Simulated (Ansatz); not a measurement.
AlN: pressure against volume scale

Results calculated with Ansatz 0.2.0, not measured. Periodic Kohn-Sham DFT of a crystal at fixed atoms, scaled to volume_scale times the given cell; pressure positive in compression, energy less spherical unpolarised free atoms, largest_vzz the field gradient of largest size among the nuclei.

The cell before it is scaled or strained (space group Fm-3m, No. 225):
```
cell vectors (Å)
   0.0000     1.9780     1.9780
   1.9780     0.0000     1.9780
   1.9780     1.9780     0.0000
atoms (fractions of the cell vectors)
Al  0.00000  0.00000  0.00000
N   0.50000  0.50000  0.50000
```

Settings of every row: method frozen-core PAW; functional LDA; relativity scalar; k mesh 12x12x12; filling fermi-dirac; smearing width 0.01 eV; wave cutoff 420 eV; paw set soft_2.

Atom start moment: 0 on all atoms.

Limits: PAW files made with PBE.

```csv
row,volume scale,V (Å³/atom),pressure (GPa)
1,0.94,7.275,35.014
2,0.96,7.429,26.757
3,0.98,7.584,19.258
4,0.99,7.662,15.769
5,1,7.739,12.44
6,1.01,7.816,9.266
7,1.02,7.894,6.241
8,1.04,8.048,0.607
9,1.06,8.203,?
```

Question: what pressure should row 9 give?

Worked fit of pressure. Take u = (V_r/V)^(2/3) − 1 with V_r = 7.7005 Å³ an atom, which is twice the finite (Eulerian) strain; such expansions in the strain, on which the Birch-Murnaghan equation of state is built, carry the rest volume and the bulk modulus. The shown rows have u = 0.03862, 0.02422, 0.01021, 0.00335, -0.00332, -0.00988, -0.01641, -0.029. Least squares give pressure = 14.0712 + 497.24 × u + 1153.49 × u² GPa; a straight line predicts inner rows, each left out in turn, worse (root mean square 0.4 against 0.025 GPa). The rows lie off it by 0.019, -0.034, -0.010, 0.019, 0.007, -0.005, 0.019, -0.014 (root mean square 0.018 GPa). The withheld row has u = -0.04127, so the fit gives 14.0712 + 497.24 × (-0.04127) + 1153.49 × (-0.04127)² = -4.485 GPa.

The calculation gave -4.524 GPa. The fit lies 0.039 GPa (0.099 % of the column's range) above it; its largest miss of a shown row is 0.034 GPa. This row lies beyond the range of the fit.
